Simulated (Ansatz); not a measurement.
The calculation used DFT PBE, scalar-relativistic, plane waves, PAW (Ansatz). Settings: cutoff 420 eV, Γ-centred meshes spaced at most about 0.3 Å⁻¹, and about 0.25 Å⁻¹ or finer for metals (2π included), Gaussian smearing. No spin polarisation.

These are static total energies at zero pressure.

Two forms of InGa₂As₃ were relaxed alike.

A.

```xyz
6
Lattice="-2.0791 2.0791 8.8828 2.0791 -2.0791 8.8828 2.0791 2.0791 -8.8828" Properties=species:S:1:pos:R:3 pbc="T T T"
In    0.0000    2.0791    4.4414
Ga    2.0791    0.0000    7.4727
Ga    2.0791    0.0000    1.4101
As    0.0000    0.0000   14.9586
As    0.0000    0.0000    8.8828
As    0.0000    0.0000    2.8070
```

B.

```xyz
6
Lattice="4.1661 0.0000 0.0000 -2.0831 3.6080 0.0000 0.0000 0.0000 10.2422" Properties=species:S:1:pos:R:3 pbc="T T T"
In    0.0000    0.0000    3.4293
Ga    0.0000    2.4053   10.1789
Ga    2.0831    1.2027    6.8954
As    0.0000    2.4053    2.4162
As    0.0000    0.0000    6.1005
As    2.0831    1.2027    9.3880
```

**Question.** Which would you expect to be lower, and how large is the difference?

**Answer.** A is lower, by 8 meV/atom. A has In and Ga ordered on zinc blende sites, space group I-4m2 (No. 119), 25.6 Å³/atom and no gap on its mesh; B has In and Ga ordered on zinc blende sites, space group P3m1 (No. 156), 25.7 Å³/atom and no gap. In A, around In lie 4 As at 2.64 Å; Ga has 4 As at 2.50–2.51 Å; As on a site of symmetry 2mm has 2 Ga at 2.50 Å and 2 In at 2.64 Å; 1 more site not described. In B, In is surrounded by 4 As at 2.61–2.67 Å; Ga on its first site is surrounded by 4 As at 2.48–2.53 Å; As on its first site has 1 Ga at 2.48 Å and 3 In at 2.61 Å; 3 more sites not described. Both come from invented guesses. Shaken at random and relaxed again, B came back.

For metals, differences of a few meV/atom aren't resolved. The zero gap of I-4m2, P3m1 may come from the functional, which often closes small gaps. Cells without such a test can be saddle points.
